## Question

Bulk WS₂ is a stack of sulfur–tungsten–sulfur layers. A density-functional calculation has treated its electrons on a regular grid of wave vectors, the k mesh, with ten divisions along each in-plane direction. The smallest gaps found on that mesh are:

- LDA: direct gap 2.109 eV, indirect gap 1.106 eV
- BLYP: direct gap 2.111 eV, indirect gap 1.198 eV

The direct gap compares a filled and an empty state at the same wave vector, while the indirect gap allows two different ones. The mesh starts at the zone centre Γ. The direct gap of this crystal is known to be smallest at the zone corner K, which the mesh does not contain.

(a) Find a rule that turns the direct gap on the mesh into the gap at K, and apply it to both functionals. The hopping energy $t$, which sets how quickly the two band edges begin to mix away from K, is about 1.4 eV, a rough recalled value from the bands of a single layer.

(b) Estimate both indirect gaps, with an allowance of 0.07 eV for the mesh.

(c) Compare the estimates with gaps computed along a path that passes through K. How far can the two rules be trusted?

## Model answer

**(a) The direct gap.** First, how far from K is the nearest mesh point? In units of the two in-plane reciprocal vectors, K lies at (1/3, 1/3) and the mesh offers (0.3, 0.3). The miss is one tenth of the line from Γ to K. That line has the length $4\pi/(3a)$, where $a$ is the in-plane lattice edge, so the distance missed is $q = 4\pi/(3aN)$ with $N = 10$ divisions. The mesh is expected to find its smallest direct gap at this nearest point, although the output does not say where it was found.

Next, how much does the gap grow over this distance? At K the highest filled and the lowest empty state are both mainly tungsten 5d, separated by the wanted gap $\Delta$. Symmetry forbids them to mix exactly at K. Away from K they mix with a strength $atq$ that grows in proportion to the distance, and mixing pushes the two levels apart.

A polar diatomic molecule such as LiH obeys the same algebra. Two atomic levels that differ by $\Delta$ and are coupled by $\beta$ end up $\sqrt{\Delta^2+4\beta^2}$ apart. The likeness ends with this formula: in the molecule the coupling is set by the bond length, whereas in the crystal it is set by the wave vector and vanishes at K. With $\beta = atq$ the gap on the mesh obeys

$$E_{\text{mesh}}^2 = \Delta^2 + (2atq)^2 .$$

When $q$ is inserted, the lattice edge cancels, and the rule becomes

$$\Delta = \sqrt{E_{\text{mesh}}^2 - \left(\frac{8\pi t}{3N}\right)^2} .$$

For $t = 1.4$ eV and $N = 10$ the term in brackets is 1.173 eV, and its square is 1.38 eV².

For LDA the square of the mesh gap is 4.45 eV². Subtracting 1.38 leaves 3.07 eV², whose root is 1.75 eV. For BLYP the same steps give 4.46 − 1.38 = 3.08 eV², and again a gap of about 1.75 eV.

**(b) The indirect gap.** Here the mesh does less harm. The highest filled state of bulk WS₂ is known to lie at Γ, which is a mesh point, so that edge is caught exactly. The lowest empty state lies in a valley between Γ and K, and the mesh probably steps over its bottom. Only one of the two edges is then in error, and a small constant allowance should do.

Subtracting 0.07 eV gives 1.04 eV for LDA and 1.13 eV for BLYP.

**(c) Comparison.** The table holds the gaps found along the path, for these two functionals and four others at the same atomic positions. Among the functionals, vdW-DF-cx has dispersion built into its correlation part.

SIESTA 5.4.2, Kohn–Sham DFT with numerical atomic orbitals and pseudopotentials, for bulk WS₂ at the same geometry in every row. The runs use a 10 × 10 × 3 k mesh and Fermi–Dirac smearing of 0.05 eV, without spin–orbit coupling or a separate dispersion correction. Gaps are taken along the path Γ–M–K–Γ–A–L–H–A–L–M–K–H.

| functional | potentials | gap on path (eV) | direct gap on path (eV) |
| --- | --- | --- | --- |
| LDA | PseudoDojo-0.4-standard,-converted-to PSML,-two-zetas-on-semicore-shells | 1.042 | 1.75800 |
| PBE | PseudoDojo-0.4-standard, converted-to-PSML | 1.082 | 1.75000 |
| PBEsol | PseudoDojo-0.4-standard, converted-to-PSML | 1.086 | 1.77900 |
| BLYP | PseudoDojo-0.4-standard,-converted-to PSML,-two-zetas-on-semicore-shells | 1.133 | 1.77700 |
| AM05 | PseudoDojo-0.4-standard,-converted-to PSML,-two-zetas-on-semicore-shells | 1.107 | 1.77100 |
| vdW-DF-cx | PseudoDojo-0.4-standard,-converted-to PSML,-two-zetas-on-semicore-shells | 1.093 | 1.77300 |

For LDA the direct estimate agrees with the path to better than 0.01 eV. For BLYP it is about 0.02 eV too low, and PBE, treated in the same way, misses by as much. The typical (rms) miss over the six rows is 0.013 eV. The error that the rule removes is far larger, since the mesh overstates the direct gap by 0.33 to 0.35 eV in every row.

The indirect estimates agree with the path to within 0.006 eV in all rows. This is a milder test, because the allowance is the rounded mean excess of the mesh over the path in these same six rows, the two worked ones included. When each row is predicted from the mean of the other five, the typical miss is 0.004 eV. The allowance is therefore steady from one functional to the next, but it belongs to this crystal and this mesh.

## Remarks on the reasoning

**Why a square root and not a parabola?** Two limits show what the formula does. Very close to K the mixing is weak and the gap grows as the square of the distance, as in the usual effective-mass picture. Far from K the mixing dominates and the growth becomes proportional to the distance. Here the mixing term of 1.17 eV is neither small nor large beside a gap of about 1.8 eV, so the mesh point lies between the two limits.

A parabola with the same curvature at K climbs too fast over this distance. It therefore subtracts too much from the mesh gap, and its estimates come out too low in every row, typically by 0.057 eV. This doesn't prove that the bands have the square-root shape. All six runs have their nearest mesh point at the same distance from K, and a parabola whose curvature was adjusted to the table would do as well.

**How good must the mixing strength be?** It is the one number that the direct rule has to borrow. Had 1.3 or 1.5 eV been used, the LDA estimate would have been 1.81 or 1.69 eV. With a value known to two figures, an accuracy of about 0.03 eV is the best to hope for, and the closer agreement found here should not be expected as a rule. The value also comes from a single layer, so the coupling between the layers of the bulk crystal is ignored. So are all further bands, which are expected to make the gap depend somewhat on the direction in which K is missed, and not only on the distance.

**What does each rule know about the functional?** For the direct gap, too little to rank the functionals safely. The six direct gaps on the path are so alike that quoting the average of the other rows, 1.77 eV or close to it, does as well as the square-root rule. The rule earns its place when no path has been computed and only the mesh gap of 2.1 eV is at hand. It should not be used to decide which functional gives the larger direct gap: it puts BLYP below AM05 and vdW-DF-cx, whereas the path puts BLYP above both.

For the indirect gap the matter is different. Quoting the average of the other rows would miss by 0.033 eV, about eight times the miss of the constant allowance. The mesh gap already carries the effect of the functional, and only the sampling has to be repaired. The estimates even put the functionals in the right order, except that PBE and PBEsol, which differ by 0.004 eV on the path, change places.

**Why does the functional move one gap more than the other?** The fair comparison is among LDA, vdW-DF-cx, AM05 and BLYP, which were run with the same kind of basis set; PBE and PBEsol were not. In this group the indirect gap rises from LDA to BLYP by 0.09 eV, and the direct gap by only 0.02 eV. The atoms sit at the same places in all runs, so a change of structure plays no part.

The character of the states suggests a reason. Both edges at K are mainly tungsten 5d states that couple only weakly to the next layer, and a change of functional should shift them almost together. The filled edge at Γ has a good share of sulfur p orbitals that point towards the next layer, so it is a different kind of state from the empty edge it is compared with. Such unlike states have less reason to shift in step. The table fits this argument but does not test it, since it doesn't resolve the states into orbitals. Nor is the comparison wholly clean: BLYP and vdW-DF-cx were run with potentials made for PBE, and AM05 with potentials made for PBEsol.

**What changes on another mesh?** The nearest mesh point misses K by a fraction $1/N$ of the line from Γ to K, provided that the mesh starts at Γ and $N$ is not a multiple of three. Doubling the number of divisions therefore halves the mixing term and quarters its square. If $N$ is a multiple of three, K is itself a mesh point and the direct gap needs no correction. On a much coarser mesh the nearest point is so far from K that other bands join in, and the two-level picture loses its footing.

For practical work this means that a mesh can be sound for the total energy and still give a poor direct gap. Before two runs are compared, it is worth checking whether both meshes contain K. If only one does, the direct gaps may differ by a third of an electronvolt for no physical reason, many times the effect of the functional on the direct gap in this table.

**What do the estimates leave out?** They aim at the gap that the same calculation would give at K, not at a measured one. The calculation omits spin–orbit coupling, which in tungsten is strong and splits the filled edge at K by roughly 0.4 eV. The upper half of the split pair moves up, so the true direct gap of each functional is lower than the table says, by perhaps 0.1 to 0.2 eV. Functionals of this family also tend to give fundamental gaps that are too small. The basis set is also short for the semicore shells of tungsten, which may shift the computed gaps by an amount not tested here. None of these faults is cured by a better mesh or by the rules above.
